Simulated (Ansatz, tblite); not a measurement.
CsCl: GFN2-xTB, run from Python

These are simulated results from tblite 0.8.0, not measurements. The cell began as a database structure and was relaxed with r2SCAN in plane waves (Ansatz 0.2.0). All runs are without spin polarisation.

Space group Pm-3m (No. 221), cubic; a = 4.137 Å in the conventional setting, 35.40 Å³ an atom. Cs has 8 Cl at 3.58 Å; Cl has 8 Cs at 3.58 Å.

tblite solves periodic systems at the zone centre alone, so the script builds a cluster of 2×2×2 conventional cells (16 atoms), which folds in a coarse mesh of k points.

The script, run.py:

```python
import json
from ase import Atoms
from ase.build import make_supercell
from ase.units import Bohr, GPa, Hartree
from tblite.interface import Calculator

atoms = Atoms(['Cs', 'Cl'],
              cell=[[4.13683273, 0.0, 0.0], [0.0, 4.13683273, 0.0], [0.0, 0.0, 4.13683273]],
              scaled_positions=[[0.0, 0.0, 0.0], [0.5, 0.5, 0.5]],
              pbc=True)
cluster = make_supercell(atoms, [[2, 0, 0], [0, 2, 0], [0, 0, 2]])
calc = Calculator('GFN2-xTB', cluster.numbers, cluster.positions / Bohr, lattice=cluster.cell[:] / Bohr, periodic=cluster.pbc)
calc.set('temperature', 0.02 / Hartree)
calc.set('max-iter', 150)
res = calc.singlepoint()
levels = res.get('orbital-energies') * Hartree
nv = round(res.get('orbital-occupations').sum() / 2)
cells = len(cluster) // len(atoms)
out = {'energy_per_cell': res.get('energy') * Hartree / cells, 'homo': levels[nv - 1], 'lumo': levels[nv],
       'stress': (-res.get('virial') * Hartree / cluster.get_volume() / GPa).tolist(), 'charges': res.get('charges')[:len(atoms)].tolist(), 'electrons': 2 * nv / cells}
json.dump(out, open('results.json', 'w'))
for key, value in out.items():
    print(key, value)
```

Command: `python run.py`. It took 1.4 s on 1 thread of Arm Neoverse V1, with other jobs on the host, peak memory 0.091 GiB.

What it printed:

```
------------------------------------------------------------
  cycle        total energy    energy error   density error
------------------------------------------------------------
      1     -38.30211843848  -3.8348409E+01   2.8458160E-01
      2     -38.44417886089  -1.4206042E-01   1.5576593E-01
      3     -38.56372711477  -1.1954825E-01   4.9412723E-02
      4     -38.53691910396   2.6808011E-02   8.1622508E-02
      5     -38.59030924690  -5.3390143E-02   1.2423116E-02
      6     -38.59191924493  -1.6099980E-03   2.2633796E-03
      7     -38.59197326158  -5.4016654E-05   8.7168586E-05
      8     -38.59197268438   5.7720146E-07   2.4956924E-04
      9     -38.59197335234  -6.6796119E-07   1.7488821E-06
------------------------------------------------------------

 total:                                   0.835 sec
energy_per_cell -131.26763554158953
homo -12.459442484697831
lumo -6.238305529115756
stress [[4.498333273754552, -1.045034275171916e-05, -1.0450342752302311e-05], [-1.0450342751674192e-05, 4.498333273754573, -1.0450342741298935e-05], [-1.0450342752270393e-05, -1.0450342741303578e-05, 4.498333273754529]]
charges [0.7011075569955233, -0.7011233411786565]
electrons 8.0
```

The cycle table is in hartree for the whole cluster, and the lines after it are in eV (the energy for one cell). The printed stress is in GPa and positive in compression, and the pressure is its mean diagonal.

GFN2-xTB gives a gap of 6.22 eV. On the same cell, plane-wave PBE (Ansatz, 6×6×6 k points and the special points) gives a gap of 5.23 eV and r2SCAN a gap of 5.91 eV; on shared hosts these took about 1.7 and 4.2 core-seconds on the 2-atom cell, against 1.4 for the script. Spin-orbit coupling, left out in all these runs, can cut or reorder the gap by tenths of an eV, up to about 1 eV with Pb or Bi. xTB was fitted to molecules, so gaps, charges and pressures of solids can be far off, and the gap also depends on the size of the cluster.

The same script was run on cells scaled at fixed shape and fractional coordinates:

```tsv
volume (Å³/atom)	energy (meV/atom)	pressure (GPa, positive in compression)	gap (eV)
31.15	153.6	7.36	7.51
33.27	67.2	5.70	6.83
35.40	0.0	4.50	6.22
37.52	-53.4	3.54	5.67
39.65	-94.9	2.75	5.16
```

The minimum lies beyond the largest of these volumes.

xTB was fitted mostly to molecules, and a small cluster samples few k points, so gaps, pressures and kinks along a curve can be far from a solid's.

The runs are scalar-relativistic, without spin-orbit coupling.
